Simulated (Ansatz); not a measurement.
Basis-set series for C$_{5}$H$_{6}$N+, SMILES `c1cc[nH+]cc1`. Charge 1, multiplicity 1. The structure was optimised at the PBE0-D4/def2-TZVP level.

```csv
functional,basis,functions,energy (Eh),HOMO (eV),LUMO (eV)
PBE0-D4,def2-SVP,114,-248.18899,-13.53,-7.03
PBE0-D4,def2-TZVPP,270,-248.45542,-13.44,-7.00
ωB97M-V,def2-SVP,114,-248.36419,-15.61,-4.88
ωB97M-V,def2-TZVPP,270,-248.64175,-15.51,-4.88
```

Problem. Give the rows for def2-QZVPP. (Best estimate.)

Solution. The calculation gave: 
```
functional       basis  functions  energy (Eh)  HOMO (eV)  LUMO (eV)
   PBE0-D4  def2-QZVPP        522   -248.46814     -13.44      -7.01
   ωB97M-V  def2-QZVPP        522   -248.65367     -15.51      -4.89
```

Computed with Ansatz.
